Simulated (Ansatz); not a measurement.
Ag:

```xyz
1
Lattice="0.0000 2.0427 2.0427 2.0427 0.0000 2.0427 2.0427 2.0427 0.0000" Properties=species:S:1:pos:R:3 pbc="T T T"
Ag    0.0000    0.0000    0.0000
```

Base run:

- Program: Ansatz 0.2.0
- Functional: RPBE
- Potentials or basis: Ansatz PAW
- Cutoff: 420 eV (not typed: the program's choice for these potentials)
- k mesh: 11 × 11 × 11
- Occupations: fermi-dirac, width 0.05 eV
- Spin: no spin polarisation

Its results: band gap on the k mesh none (metal or under the smearing width); pressure 8.5 GPa.

Task: After a change of settings the same cell gave: band gap on the k mesh none (metal or under the smearing width); pressure -2.9 GPa. Which change was it?
A. functional from RPBE to revPBE
B. functional from RPBE to r2SCAN; cutoff from 420 eV (not typed: the program's choice for these potentials) to 500 eV (not typed: the program's choice for these potentials)
C. functional from RPBE to PBEsol
D. functional from RPBE to BLYP

Result: C.

PBEsol binds more tightly than RPBE, so the same cell stands under less pressure.

Caveats: the PAW data sets come from PBE, with cores solved anew for the run's functional, which leaves a small shift of forces and pressure.

Runs at the PBE level aren't shown here.
